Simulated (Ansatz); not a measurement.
**NiO and a variant**

Base: an entry of the Crystallography Open Database (COD), whose atoms a relaxation with PBE at fixed cell left in place.

```yaml
crystal:
  lattice:
    - [0.00000, 2.09503, 2.09503]
    - [2.09503, 0.00000, 2.09503]
    - [2.09503, 2.09503, 0.00000]
  atoms:
    - { symbol: Ni, position: [0.00000, 0.00000, 0.00000] }
    - { symbol: O, position: [0.50000, 0.50000, 0.50000] }
```

Atoms are numbered from 1 in the order listed; like atoms form one site, named after its first atom.

Level of theory: DFT, PBE, plane waves and PAW, scalar-relativistic, collinear spin, 420 eV cutoff, Γ-centred 19×19×19 k-points, Fermi–Dirac smearing 0.05 eV (Ansatz 0.2.0). Start moments as typed (μB): 2 on each Ni, none on the rest.

Gradients in 10²¹ V/m²:

```tsv
site	atoms	V_zz base	η base	V_zz variant	η variant
Ni	1	0.00	–	-0.30	0.00
O	2	0.00	–	0.63	0.00
```

**Question.** Which change was made?
A. volume scaled by 0.98, ions relaxed
B. volume scaled by 1.06, ions relaxed
C. z compressed by 3 %, ions relaxed
D. z stretched by 3 %, ions relaxed

**Answer.** C. The largest change of V_zz is on O, from 0.00 to 0.63.

Semilocal functionals can leave a metal where correlation in the d or f shell opens a gap in the real compound, and that would change the values at and beside Ni. Measured NiO orders antiferromagnetically, but in this run all moments are parallel, as the start or the cell imposes: fields and spin densities carried over to other atoms belong to this order alone, and gaps, moments and gradients can differ too.
For the variant: With no gap above 0.1 eV, as in a metal, the gradients converge slowly in k; expect changes of a tenth or more on a denser mesh. With these PAW files V_zz is typically within 2 to 3 % of all-electron values, but misses above 10 % occur on Ni. At this changed cell the PBE pressure is 9 GPa.
